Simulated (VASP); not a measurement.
Runs of VASP 6.6.1 on MgO. All rows change the cell; the cell of one of them follows. It takes space group P-6m2 (No. 187, hexagonal). Conventional cell: a = 3.269 Å, b = 3.269 Å, c = 2.680 Å, α = 90.00°, β = 90.00°, γ = 120.00°. Mg (site symmetry -6m2) has 6 O at 2.31 Å as nearest neighbours. O (site symmetry -6m2) is surrounded by 6 Mg at 2.31 Å. Measurements of this composition are mostly on another form, of space group No. 225.

| cell | gap on the mesh (eV) | pressure (GPa) |
| --- | --- | --- |
| strain +0.1125 x Voigt [1, 1, 0, 0, 0, 0], atoms carried along | 0.81 | (b) |
| strain -0.1125 x Voigt [1, 1, 0, 0, 0, 0], atoms carried along | (c) | 44.2 |
| strain -0.0375 x Voigt [1, 1, 0, 0, 0, 0], atoms carried along | 3.36 | (a) |
| strain +0.0375 x Voigt [1, 1, 0, 0, 0, 0], atoms carried along | 2.18 | -11.8 |

Alike in all rows: task single point; level PBEsol; potentials or basis VASP PAW PBE potentials, release 64 (Mg, O); no spin polarisation; k mesh 9 × 9 × 8; cutoff (eV) 520; smearing gaussian 0.05 eV.

**Question.** Estimate the missing entries.

**Answer.** (a) 6.5; (b) -19.7; (c) 3.66.

Caveats: an odd mesh through Γ misses points on the zone boundary, where band edges often lie; so large a pressure means that the cell lies far from this level's equilibrium, or that cutoff or potentials fall short (some runs); the potentials were made for another functional, which shifts forces and pressure (some runs); the PAW data sets were made with another functional, which shifts forces and pressure a little (some runs).
